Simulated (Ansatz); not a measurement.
Input and command of a calculation in Ansatz (plane waves; scalar-relativistic PAW potentials unless the input names others):

```yaml
crystal:
  lattice:
    - [2.9015238158, 0.0, 0.0]
    - [-1.4507619079, 2.5127933342, 0.0]
    - [0.0, 0.0, 9.0694060139]
  atoms:
    - { symbol: Al, position: [0.0, 0.0, 0.148764454] }
    - { symbol: Al, position: [0.0, 0.0, 0.851235546] }
    - { symbol: O, position: [0.3333333333, 0.6666666667, 0.2215798693] }
    - { symbol: O, position: [0.6666666667, 0.3333333333, 0.0] }
    - { symbol: O, position: [0.3333333333, 0.6666666667, 0.7784201307] }
basis:
  ecutwfc: 420
kpoints:
  mp_grid: { grid: [12, 12, 4] }
hamiltonian:
  xc: pbesol
scf:
  occupations: { method: fermi_dirac, width: 2.0 }
  max_iter: 75
output:
  forces: true
  eigenvalues: true
  stress: true
```

```bash
ansatz run input.yaml --threads 1 --pin off --max-ram 2560MiB --backend cpu --events-out ev --progress --plain --runs-dir out
```

Abridged log:
```
Basis set: ecut = 420 eV, 1267 PW (Γ), exchange–correlation on 40×40×128 points (8 copies of the dense FFT grid, shifted against one another)
Bands: 41, of which v1, the nominal top of the filled ones, is band 12 counted from 1 (11 counted from 0)
Symmetry: 12 space group operations
k-points: 57 of 576 (time reversal used)
SCF iter   1: F=—  HF=-2741.754136 eV  |F-HF|=—  |Δ(HF+E_count)|=         —  Δρ=3.36e-2  dr2=8.44e-1  ethr=1.77e-3  ⟨swp⟩=9.8  Hψ=14789  notcnv=0
SCF iter   2: F=—  HF=-2741.616160 eV  |F-HF|=—  |Δ(HF+E_count)|=   1.38e-1  Δρ=2.14e-2  dr2=2.08e-1  ethr=1.77e-3  ⟨swp⟩=2.9  Hψ=4629  notcnv=0
SCF iter   3: F=—  HF=-2741.566459 eV  |F-HF|=—  |Δ(HF+E_count)|=   4.97e-2  Δρ=3.47e-3  dr2=1.13e-2  ethr=8.68e-4  ⟨swp⟩=2.5  Hψ=3249  notcnv=0
SCF iter   4: F=—  HF=-2741.565945 eV  |F-HF|=—  |Δ(HF+E_count)|=   5.14e-4  Δρ=4.59e-4  dr2=3.32e-4  ethr=4.69e-5  ⟨swp⟩=2.3  Hψ=3486  notcnv=0
SCF iter   5: F=—  HF=-2741.566019 eV  |F-HF|=—  |Δ(HF+E_count)|=   7.41e-5  Δρ=1.08e-4  dr2=1.37e-5  ethr=1.38e-6  ⟨swp⟩=2.7  Hψ=3873  notcnv=0
SCF iter   6: F=—  HF=-2741.566016 eV  |F-HF|=—  |Δ(HF+E_count)|=   3.25e-6  Δρ=2.91e-5  dr2=5.15e-7  ethr=5.72e-8  ⟨swp⟩=2.8  Hψ=3827  notcnv=0
SCF iter   7: F=-2741.566016 eV  HF=-2741.566016 eV  |F-HF|=7.72e-9  |Δ(HF+E_count)|=   7.28e-8  Δρ=6.19e-6  dr2=2.00e-8  ethr=4.17e-10  ⟨swp⟩=9.2  Hψ=10710  notcnv=0
SCF 1 converged in 7 iterations: F = -2741.566016 eV  dr2 = 2.00e-8
SCF converged after 7 iterations
Free energy (F): -2741.566016 eV
Harris-Foulkes:  -2741.566016 eV  (|F-HF|=7.72e-9)
Internal energy: -2729.900621 eV  (E = F + TS)
E sigma→0 (E₀):  -2735.733318 eV
Entropy (-TS):   -11.665395 eV (-2333.079 meV/atom)
Fermi energy:    5.612588 eV
--- Forces (eV/Å), atoms counted from 1 ---
  atom   1  Al     0.00000000     0.00000000     0.29006862
  atom   2  Al     0.00000000     0.00000000    -0.29006862
  atom   3  O      0.00000000     0.00000000     0.84147402
  atom   4  O      0.00000000     0.00000000     0.00000000
  atom   5  O      0.00000000     0.00000000    -0.84147402
--- Stress (GPa, compression-positive) ---
       17.659105       0.000000       0.000000
        0.000000      17.659105       0.000000
        0.000000       0.000000      10.992026
  P = ⅓ Tr σ = 15.4367 GPa (154.367 kbar)
```

Task: What is wrong with this input?

Result: The fault is a smearing of electronvolts (scf.occupations: {"method": "gaussian", "width": 0.05} → {"method": "fermi_dirac", "width": 2.0}, the first being the value of the sound run). Setting it back cures it. The run converged all the same, with an energy at zero smearing 494 meV/atom above the reference's, pressure 15.44 GPa, largest force 0.841 eV/Å, gap on the mesh 4.94 eV, so convergence alone doesn't show that an input is right. A reference run from the same start on usual settings converged with pressure -1.91 GPa, largest force 0.620 eV/Å, gap on the mesh 4.52 eV.

It took 12 s on 1 thread of Intel(R) Xeon(R) Platinum 8259CL CPU @ 2.50GHz (Skylake/Cascade Lake), with other jobs on the host, peak memory 0.46 GiB.